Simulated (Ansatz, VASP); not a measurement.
KBr: VASP beside Ansatz

INCAR

```
PREC = Accurate ; ENCUT = 520
EDIFF = 1E-7 ; ISMEAR = -1
SIGMA = 0.02 ; LREAL = False
LASPH = True ; NELM = 100
ALGO = Normal ; ISIF = 2
LWAVE = False ; LCHARG = False
GGA = PE ; NBANDS = 24
```

KPOINTS

```
Automatic mesh
0
Gamma
  6 6 4
```

POSCAR

```
KBr
1.0
    5.5994782725      0.0000000000      0.0000000000
   -2.7997391363      4.8492904319      0.0000000000
    0.0000000000      0.0000000000      6.5315469807
K Br
2 2
Direct
    0.3333333333      0.6666666667     -0.0625000000
    0.6666666667      0.3333333333      0.4375000000
    0.3333333333      0.6666666667      0.4375000000
    0.6666666667      0.3333333333      0.9375000000
```

Input for Ansatz:

```yaml
crystal:
  lattice:
    - [5.5994782725, 0.0, 0.0]
    - [-2.7997391363, 4.8492904319, 0.0]
    - [0.0, 0.0, 6.5315469807]
  atoms:
    - { symbol: K, position: [0.3333333333, 0.6666666667, -0.0625] }
    - { symbol: K, position: [0.6666666667, 0.3333333333, 0.4375] }
    - { symbol: Br, position: [0.3333333333, 0.6666666667, 0.4375] }
    - { symbol: Br, position: [0.6666666667, 0.3333333333, 0.9375] }
kpoints:
  mp_grid: { grid: [6, 6, 4] }
  band_path:
    path:
      - [0.0, 0.0, 0.0]
      - [0.5, 0.0, 0.0]
      - [0.3333333333, 0.3333333333, 0.0]
      - [0.0, 0.0, 0.5]
      - [0.5, 0.0, 0.5]
      - [0.3333333333, 0.3333333333, 0.5]
    npoints: 1
hamiltonian:
  xc: pbe
scf:
  occupations: { method: fermi_dirac, width: 0.02 }
  n_extra_bands: 5
output:
  forces: true
  stress: true
  eigenvalues: true
```

Change from the starting cell: hydrostatic strain -0.3%.

Alike in both runs: task single point; functional PBE; k mesh 6 × 6 × 4; occupations fermi-dirac, width 0.02 eV; no spin polarisation.

```csv
,VASP,Ansatz
version,VASP 6.6.1,Ansatz 0.2.0
potentials or method,"VASP PAW PBE potentials, release 64 (K_sv, Br)","plane waves, PAW"
plane-wave cutoff (eV),520,420
valence electrons in the cell,32,32
```

```tsv
	VASP	Ansatz	Ansatz less VASP
gap on the k mesh at the Fermi level (eV)	4.20	4.20	+0.001
pressure (GPa)	0.5	0.5	-0.03
largest component of the traceless stress (GPa)	0.12	0.12	-0.006
```

With one functional, cell and mesh, what is left measures potentials, basis and numerics.

A k mesh can miss the band edges.
